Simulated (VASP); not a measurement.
# PtSe2 (P-3m1) in VASP: a series of runs

One crystal, PtSe2, is run at these levels: PBE+D3(BJ), LDA; tasks: relaxation of the atoms.

Everything below comes from runs of VASP 6.6.1. Logs are shortened: lines on timing, memory, paths and dates and some standing lists are left out, and cuts for length are marked.

**1. Starting point**

It takes space group P-3m1 (No. 164, trigonal). Conventional cell: a = 3.724 Å, b = 3.724 Å, c = 4.895 Å, α = 90.00°, β = 90.00°, γ = 120.00°. Pt (site symmetry -3m) is surrounded by 6 Se at 2.49 Å. Around Se (site symmetry 3m) lie 3 Pt at 2.49 Å.

**2. Relaxation of the atoms, PBE+D3(BJ)**

Contents of INCAR:

```
  PREC = Accurate
  ENCUT = 520
  EDIFF = 1E-6
  ISMEAR = 0
  SIGMA = 0.05
  LREAL = False
  LASPH = True
  NELM = 80
  ALGO = Normal
  ISIF = 2
  LWAVE = False
  LCHARG = False
  GGA = PE
  IVDW = 12
  IBRION = 2
  NSW = 40
  EDIFFG = -0.01
  KPAR = 2
```

Contents of KPOINTS:

```
regular mesh
0
Gamma
  10 10 8
```

Contents of POSCAR:

```
PtSe2
1.0
    3.7240000000      0.0000000000      0.0000000000
   -1.8620000000      3.2250786000      0.0000000000
    0.0000000000      0.0000000000      4.8949540000
Pt Se
1 2
Direct
    0.0000000000      0.0000000000      0.0000000000
    0.3333333300      0.6666666700      0.2585315400
    0.6666666700      0.3333333300      0.7414684600
```

Potentials or basis: VASP PAW PBE potentials, release 64 (Pt, Se).

On the command line:

```bash
$ cat potpaw_PBE.64/Pt/POTCAR potpaw_PBE.64/Se/POTCAR > POTCAR
$ mpirun -np 2 vasp_std > vasp.out
```

OUTCAR:

```text
PREC = Accurate
   ENCUT = 520
   EDIFF = 1E-6
   ISMEAR = 0
   LREAL = False
   LASPH = True
   NELM = 80
   ISIF = 2
   GGA = PE
   IVDW = 12
   IBRION = 2
   NSW = 40
   EDIFFG = -0.01
 IVDW          = 12

 ion  position               nearest neighbor table
   1  0.000  0.000  0.000-   2 2.49   3 2.49   2 2.49   3 2.49   3 2.49   2 2.49
   2  0.333  0.667  0.259-   1 2.49   1 2.49   1 2.49
   3  0.667  0.333  0.741-   1 2.49   1 2.49   1 2.49

  LATTYP: Found a hexagonal cell.
 ALAT       =     3.7240000000
 C/A-ratio  =     1.3144344791

  Lattice vectors:

 A1 = (   3.7240000000,   0.0000000000,   0.0000000000)
 A2 = (  -1.8620000000,   3.2250786000,   0.0000000000)
 A3 = (   0.0000000000,   0.0000000000,   4.8949540000)

Analysis of symmetry for initial positions (statically):
=====================================================================
 Subroutine PRICEL returns:
 Original cell was already a primitive cell.

 Routine SETGRP: Setting up the symmetry group for a
 hexagonal supercell.

 Subroutine GETGRP returns: Found 12 space group operations
 (whereof 12 operations were pure point group operations)
 out of a pool of 24 trial point group operations.

The static configuration has the point symmetry D_3d.

Analysis of symmetry for dynamics (positions and initial velocities):
=====================================================================
 Subroutine PRICEL returns:
 Original cell was already a primitive cell.

 Routine SETGRP: Setting up the symmetry group for a
 hexagonal supercell.

 Subroutine GETGRP returns: Found 12 space group operations
 (whereof 12 operations were pure point group operations)
 out of a pool of 24 trial point group operations.

The dynamic configuration has the point symmetry D_3d.

 Subroutine INISYM returns: Found 12 space group operations
 (whereof 12 operations are pure point group operations),
 and found     1 'primitive' translations

----------------------------------------------------------------------------------------

                                     Primitive cell

  volume of cell :      58.7893

  direct lattice vectors                    reciprocal lattice vectors
     3.724000000  0.000000000  0.000000000     0.268528464  0.155034981  0.000000000
    -1.862000000  3.225078600  0.000000000     0.000000000  0.310069962  0.000000000
     0.000000000  0.000000000  4.894954000     0.000000000  0.000000000  0.204292012

  length of vectors
     3.724000000  3.723999997  4.894954000     0.310069962  0.310069962  0.204292012

  position of ions in fractional coordinates (direct lattice)
     0.000000000  0.000000000  0.000000000
     0.333333330  0.666666670  0.258531540
     0.666666670  0.333333330  0.741468460

  ion indices of the primitive-cell ions
   primitive index   ion index
                 1           1
                 2           2
                 3           3

----------------------------------------------------------------------------------------

 KPOINTS: regular mesh

Automatic generation of k-mesh.
 Grid dimensions read from file:
 generate k-points for:   10   10    8

 Generating k-lattice:

  Cartesian coordinates                     Fractional coordinates (reciprocal lattice)
     0.026852846  0.015503498  0.000000000     0.100000000  0.000000000  0.000000000
     0.000000000  0.031006996  0.000000000     0.000000000  0.100000000  0.000000000
     0.000000000  0.000000000  0.025536501     0.000000000  0.000000000  0.125000000

  Length of vectors
     0.031006996  0.031006996  0.025536501

  Shift w.r.t. Gamma in fractional coordinates (k-lattice)
     0.000000000  0.000000000  0.000000000

 Subroutine IBZKPT returns following result:
 ===========================================

 Found     94 irreducible k-points:

 Following reciprocal coordinates:
            Coordinates               Weight
  0.000000  0.000000  0.000000      1.000000
  0.100000  0.000000  0.000000      6.000000
  0.200000  0.000000  0.000000      6.000000
  0.300000 -0.000000  0.000000      6.000000
  0.400000 -0.000000  0.000000      6.000000
  0.500000  0.000000  0.000000      3.000000
[... 16 lines left out ...]
  0.000000  0.400000  0.125000      6.000000
  0.500000  0.000000  0.125000      6.000000
 [... further k-points ...]
   k-points           NKPTS =     94   k-points in BZ     NKDIM =     94   number of bands    NBANDS=     15
   number of dos      NEDOS =    301   number of ions     NIONS =      3
   total plane-waves  NPLWV =  28224
   dimension x,y,z NGX =    28 NGY =   28 NGZ =   36
   dimension x,y,z NGXF=    56 NGYF=   56 NGZF=   72
   ions per type =               1   2
   NGX,Y,Z   is equivalent  to a cutoff of  12.50, 12.50, 12.23 a.u.
   NGXF,Y,Z  is equivalent  to a cutoff of  25.00, 25.00, 24.45 a.u.
 SYSTEM =  unknown system
   PREC   = accura    normal or accurate (medium, high low for compatibility)
   ISTART =      0    job   : 0-new  1-cont  2-samecut
   ICHARG =      2    charge: 1-file 2-atom 10-const
   ISPIN  =      1    spin polarized calculation?
   LNONCOLLINEAR =      F non collinear calculations
   LSORBIT =      F    spin-orbit coupling
   LASPH  =      T    aspherical Exc in radial PAW
   ENCUT  =  520.0 eV  38.22 Ry    6.18 a.u.   6.92  6.92  9.10*2*pi/ulx,y,z
   NELM   =     80;   NELMIN=  2; NELMDL= -5     # of ELM steps
   EDIFF  = 0.1E-05   stopping-criterion for ELM
   LREAL  =      F    real-space projection
   EDIFFG = -.1E-01   stopping-criterion for IOM
   NSW    =     40    number of steps for IOM
   IBRION =      2    ionic relax: 0-MD 1-quasi-New 2-CG
   NFREE  =      1    steps in history (QN), initial steepest desc. (CG)
   ISIF   =      2    stress and relaxation
   ISYM   =      2    0-nonsym 1-usesym 2-fastsym
   POTIM  = 0.5000    time-step for ionic-motion
   TEBEG  =    0.0;   TEEND  =   0.0 temperature during run
   PSTRESS=    0.0 pullay stress
   NELECT =      22.0000    total number of electrons
   NUPDOWN=      -1.0000    fix difference up-down
   EMIN   =  10.00;   EMAX   =-10.00  energy-range for DOS
   EFERMI =   0.00;   METHOD = LEGACY
   ISMEAR =     0;   SIGMA  =   0.05  broadening in eV -4-tet -1-fermi 0-gaus
   EFERMI_NEDOS =   21; number of points for ismear=-14 and -15
   IALGO  =     38    algorithm
   IMIX   =      4    mixing-type and parameters
     AMIX     =   0.40;   BMIX     =  1.00
     AMIX_MAG =   1.60;   BMIX_MAG =  1.00
  volume/ion in A,a.u.               =      19.60       132.24
  Fermi-wavevector in a.u.,A,eV,Ry     =   1.179731  2.229368 18.936104  1.391764
  Thomas-Fermi vector in A             =   2.316036
   LORBIT       =      0    0 simple, 1 ext, 2 COOP (PROOUT), +10 PAW based schemes
   GGA     = PE    functional components
   LHFCALC =     F    Hartree Fock is set to
   AEXX    =    0.0000 exact exchange contribution
   IVDW    =    12    specifies the selected vdW correction
   LEPSILON=     F    determine dielectric tensor
   LRPA    =     F    only Hartree local field effects (RPA)
 conjugate gradient relaxation of ions
 non-spin polarized calculation
 Gauss-broadening in eV      SIGMA  =   0.05
  energy-cutoff  :      520.00
  volume of cell :       58.79
 maximum number of plane-waves:      1604
   NGX = 13   NGY = 13   NGZ = 19

--------------------------------------- Ionic step        1  -------------------------------------------

 number of electron      21.9999997 magnetization

 Free energy of the ion-electron system (eV)
  ---------------------------------------------------
  ext. energy  EPLUGINS =         0.00000000
  ---------------------------------------------------
  free energy    TOTEN  =       -14.15132936 eV

  energy without entropy =      -14.14988157  energy(sigma->0) =      -14.15060546

------------------------ aborting loop because EDIFF is reached ----------------------------------------

 Edisp (eV)   -1.48365

 E8    (eV) :    -0.6370

  FORCE on cell =-STRESS in cart. coord.  units (eV):
  Direction    XX          YY          ZZ          XY          YZ          ZX
  --------------------------------------------------------------------------------------
  -------------------------------------------------------------------------------------
  Total       1.84601     1.84601     1.05886    -0.00000     0.00000     0.00000
  in kB      50.30916    50.30916    28.85684    -0.00000     0.00000     0.00000
  external pressure =       43.16 kB  Pullay stress =        0.00 kB
[... 63 lines left out ...]
  energy  without entropy=      -15.6512518963  energy(sigma->0) =      -15.65198310

--------------------------------------- Ionic step        3  -------------------------------------------

 number of electron      21.9999997 magnetization

 Free energy of the ion-electron system (eV)
  ---------------------------------------------------
  ext. energy  EPLUGINS =         0.00000000
  ---------------------------------------------------
  free energy    TOTEN  =       -14.17018329 eV

  energy without entropy =      -14.16872295  energy(sigma->0) =      -14.16945312

 E-fermi :   6.8621     XC(G=0): -10.8723

 val. band max:        6.8365673477   @ k =   0.1000   0.0000   0.0000
 cond. band min:       6.8683587664   @ k =  -0.2000   0.5000   0.1250
 fundamental gap:      0.0317914187
 Fermi energy:         6.8621433546

 k-point     1 :       0.0000    0.0000    0.0000
  band No.  band energies     occupation
      1      -8.8796      2.00000
      2      -5.8289      2.00000
      3      -0.4257      2.00000
      4       0.6226      2.00000
      5       0.6226      2.00000
      6       3.0021      2.00000
      7       3.0021      2.00000
      8       4.2609      2.00000
      9       5.9121      2.00000
     10       5.9121      2.00000
     11       7.6124      0.00000
     12       7.9824      0.00000
     13       7.9824      0.00000
     14      10.3105      0.00000
     15      11.1177      0.00000
[... 397 lines left out ...]
 k-point    24 :       0.5000    0.0000    0.1250
  band No.  band energies     occupation
      1      -7.0638      2.00000
      2      -6.7584      2.00000
      3      -0.4149      2.00000
      4       1.2162      2.00000
      5       1.3628      2.00000
      6       2.8066      2.00000
      7       3.0691      2.00000
      8       3.3698      2.00000
      9       3.5535      2.00000
     10       3.6600      2.00000
     11       4.1232      2.00000
     12       7.6681      0.00000
     13       9.0521      0.00000
     14      11.6185      0.00000
     15      12.3612      0.00000

 [... further k-points ...]

------------------------ aborting loop because EDIFF is reached ----------------------------------------

 Edisp (eV)   -1.48549

 E8    (eV) :    -0.6381

  FORCE on cell =-STRESS in cart. coord.  units (eV):
  Direction    XX          YY          ZZ          XY          YZ          ZX
  --------------------------------------------------------------------------------------
  -------------------------------------------------------------------------------------
  Total       0.94510     0.94510     0.04922     0.00000     0.00000     0.00000
  in kB      25.75667    25.75667     1.34142     0.00000     0.00000     0.00000
  external pressure =       17.62 kB  Pullay stress =        0.00 kB
[... 18 lines left out ...]
  FREE ENERGIE OF THE ION-ELECTRON SYSTEM (eV)
  ---------------------------------------------------
  free  energy   TOTEN  =       -15.6556697088 eV

  energy  without entropy=      -15.6542093692  energy(sigma->0) =      -15.65493954

 reached required accuracy - stopping structural energy minimisation
```

Run time: 28 s. Hardware: 2 MPI ranks of Intel Xeon 6975P-C (Granite Rapids), shared host; peak memory 0.24 GiB.

What came out:

```yaml
Free_energy: -15.6557 eV
Energy_gained_by_relaxing: 6.9 meV/atom
Ionic_steps: 3
Pressure_after_relaxing: 1.8 GPa
Largest_force_after_relaxing: 0.005 eV/Å
Band_gap_on_the_k_mesh: none (metal or under the smearing width)
Dispersion_energy_per_atom: -0.495 eV
```

Forces in eV/Å, atoms in the order of the input:
```
Pt   0.000  0.000  0.000
Se   0.000  0.000 -0.005
Se   0.000  0.000  0.005
```

Stress tensor (GPa, compression positive):
```
2.58 0.00 0.00
0.00 2.58 0.00
0.00 0.00 0.13
```

The path:
| step | energy change (eV) | largest force (eV/Å) | pressure (GPa) |
| --- | --- | --- | --- |
| 1 | 0.0000 | 0.5196 | 4.32 |
| 2 | -0.0177 | 0.1927 | 2.73 |
| 3 | -0.0207 | 0.0046 | 1.76 |

Final structure:
```
Pt Se
1.0
     3.72400    0.00000    0.00000
    -1.86200    3.22508    0.00000
     0.00000    0.00000    4.89495
Pt Se
1 2
Cartesian
  0.0000 0.0000 0.0000
  0.0000 2.1501 1.3065
  1.8620 1.0750 3.5885
```

Caveat: pairwise dispersion overbinds metals, which lowers pressure and volume. Spin-orbit coupling is left out, which matters for the levels of Pt.

**3. Relaxation of the atoms, LDA**

Contents of INCAR:

```
SYSTEM = PtSe2
PREC     = Accurate       ! precision mode
ENCUT    = 520            ! plane-wave cutoff, eV
EDIFF    = 1E-7           ! SCF threshold, eV
ISMEAR   = 0              ! smearing method
SIGMA    = 0.05           ! smearing width, eV
LREAL    = .FALSE.        ! projectors in reciprocal space
LASPH    = .TRUE.         ! aspherical terms in the spheres
NELM     = 60             ! most SCF steps
ALGO     = Fast           ! electronic algorithm
ISIF     = 2              ! what is computed and relaxed
LWAVE    = .FALSE.        ! write WAVECAR
LCHARG   = .FALSE.        ! write CHGCAR
IBRION   = 2              ! ionic algorithm
NSW      = 60             ! ionic steps
EDIFFG   = -0.02          ! ionic threshold
KPAR     = 2
```

Contents of KPOINTS:

```
regular mesh
0
G
  10 10 8
  0 0 0
```

POSCAR is that of step 2.

Potentials or basis: VASP PAW LDA potentials, release 64 (Pt, Se).

On the command line:

```bash
$ cat potpaw_LDA.64/Pt/POTCAR potpaw_LDA.64/Se/POTCAR > POTCAR
$ mpirun -np 2 vasp_std > vasp.out
```

OUTCAR:

```text
SYSTEM = PtSe2
   PREC = Accurate
   ENCUT = 520
   EDIFF = 1E-7
   ISMEAR = 0
   LREAL = .FALSE.
   LASPH = .TRUE.
   NELM = 60
   ISIF = 2
   IBRION = 2
   NSW = 60
   EDIFFG = -0.02

 ion  position               nearest neighbor table
   1  0.000  0.000  0.000-   2 2.49   3 2.49   2 2.49   3 2.49   3 2.49   2 2.49
   2  0.333  0.667  0.259-   1 2.49   1 2.49   1 2.49
   3  0.667  0.333  0.741-   1 2.49   1 2.49   1 2.49

  LATTYP: Found a hexagonal cell.
 ALAT       =     3.7240000000
 C/A-ratio  =     1.3144344791

  Lattice vectors:

 A1 = (   3.7240000000,   0.0000000000,   0.0000000000)
 A2 = (  -1.8620000000,   3.2250786000,   0.0000000000)
 A3 = (   0.0000000000,   0.0000000000,   4.8949540000)

Analysis of symmetry for initial positions (statically):
=====================================================================
 Subroutine PRICEL returns:
 Original cell was already a primitive cell.

 Routine SETGRP: Setting up the symmetry group for a
 hexagonal supercell.

 Subroutine GETGRP returns: Found 12 space group operations
 (whereof 12 operations were pure point group operations)
 out of a pool of 24 trial point group operations.

The static configuration has the point symmetry D_3d.

Analysis of symmetry for dynamics (positions and initial velocities):
=====================================================================
 Subroutine PRICEL returns:
 Original cell was already a primitive cell.

 Routine SETGRP: Setting up the symmetry group for a
[... 238 lines left out ...]
  ext. energy  EPLUGINS =         0.00000000
  ---------------------------------------------------
  free energy    TOTEN  =       -17.08652206 eV

  energy without entropy =      -17.08508253  energy(sigma->0) =      -17.08580230

 E-fermi :   6.8664     XC(G=0): -11.1031

 val. band max:        6.8123086750   @ k =   0.0000   0.1000   0.2500
 cond. band min:       6.8678101979   @ k =  -0.2000   0.5000   0.1250
 fundamental gap:      0.0555015228
 Fermi energy:         6.8663658751

 k-point     1 :       0.0000    0.0000    0.0000
  band No.  band energies     occupation
      1      -8.9422      2.00000
      2      -5.8741      2.00000
      3      -0.4475      2.00000
      4       0.4498      2.00000
      5       0.4498      2.00000
      6       2.9315      2.00000
      7       2.9315      2.00000
      8       4.3168      2.00000
      9       5.8742      2.00000
     10       5.8742      2.00000
     11       7.5822      0.00000
     12       8.1052      0.00000
     13       8.1052      0.00000
     14      10.1931      0.00000
[... 401 lines left out ...]
      2      -6.8331      2.00000
      3      -0.5097      2.00000
      4       1.0860      2.00000
      5       1.3309      2.00000
      6       2.7031      2.00000
      7       3.1068      2.00000
      8       3.3214      2.00000
      9       3.4767      2.00000
     10       3.5819      2.00000
     11       4.1168      2.00000
     12       7.6931      0.00000
     13       9.0824      0.00000
     14      11.5494      0.00000
     15      12.2771      0.00000

 [... further k-points ...]

------------------------ aborting loop because EDIFF is reached ----------------------------------------

  FORCE on cell =-STRESS in cart. coord.  units (eV):
  Direction    XX          YY          ZZ          XY          YZ          ZX
  --------------------------------------------------------------------------------------
  -------------------------------------------------------------------------------------
  Total        0.1405231      0.1405231     -0.4114629      0.0000000      0.0000000      0.0000000
  in kB        3.8296560      3.8296560    -11.2135380      0.0000000      0.0000000      0.0000000
  external PRESSURE =      -1.1847420 kB  Pullay stress =       0.0000000 kB
[... 18 lines left out ...]
  FREE ENERGIE OF THE ION-ELECTRON SYSTEM (eV)
  ---------------------------------------------------
  free  energy   TOTEN  =       -17.0865220609 eV

  energy  without entropy=      -17.0850825302  energy(sigma->0) =      -17.08580230

 reached required accuracy - stopping structural energy minimisation
```

Wall time 41 s (2 MPI ranks of Intel Xeon 6975P-C (Granite Rapids), shared host); peak memory 0.2 GiB.

What came out:

```yaml
Free_energy: -17.0865 eV
Energy_gained_by_relaxing: 0.7 meV/atom
Ionic_steps: 3
Pressure_after_relaxing: -0.1 GPa
Band_gap_on_the_k_mesh: none (metal or under the smearing width)
```

Stress tensor (GPa, compression positive):
```
 0.38  0.00  0.00
 0.00  0.38  0.00
 0.00  0.00 -1.12
```

Step by step:
| step | energy change (eV) | largest force (eV/Å) | pressure (GPa) |
| --- | --- | --- | --- |
| 1 | 0.0000 | 0.1659 | 0.72 |
| 2 | -0.0018 | 0.0647 | 0.20 |
| 3 | -0.0022 | 0.0011 | -0.12 |

Final structure:
```cif
data_structure
_symmetry_space_group_name_H-M 'P 1'
_symmetry_Int_Tables_number 1
_cell_length_a 3.7240
_cell_length_b 3.7240
_cell_length_c 4.8950
_cell_angle_alpha 90.000
_cell_angle_beta 90.000
_cell_angle_gamma 120.000
_cell_volume 58.79
loop_
_atom_site_label
_atom_site_type_symbol
_atom_site_fract_x
_atom_site_fract_y
_atom_site_fract_z
_atom_site_occupancy
Pt1 Pt 0.00000 0.00000 0.00000 1
Se1 Se 0.33333 0.66667 0.26121 1
Se2 Se 0.66667 0.33333 0.73879 1
```

The run has no spin-orbit coupling, so splittings on Pt are missing.
